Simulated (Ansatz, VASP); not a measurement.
## CuI (Marshite): VASP beside Ansatz

```
Cu I
1.0
     2.87237    2.87237    0.00000
    -2.87237    2.87237    0.00000
     0.00000    2.87237    3.01314
Cu I
1 1
Direct
  0.75000 0.25000 0.50000
  0.00000 0.00000 0.00000
```

Change from the starting cell: in-plane strain -0.02, out-of-plane length and atoms relaxed by PAW.

Alike in both runs: functional LDA; k mesh 6 × 6 × 6; no spin polarisation.

Ansatz relaxed the structure, and its values are those at the end. VASP's run is a single point on that final structure, the one shown.

|  | VASP | Ansatz |
| --- | --- | --- |
| version | VASP 6.6.1 | Ansatz 0.2.0 |
| potentials or method | VASP PAW LDA potentials, release 64 (Cu, I) | PAW with Ansatz's default frozen-core files, scalar-relativistic |
| plane-wave cutoff (eV) | 520 | 420 |
| occupations | gaussian, width 0.01 eV | fixed |
| valence electrons in the cell | 18 | 36 |

```csv
,VASP,Ansatz,Ansatz less VASP
pressure (GPa),1.0,0.7,-0.22
```

The two sets of potentials don't hold the same shells in valence.
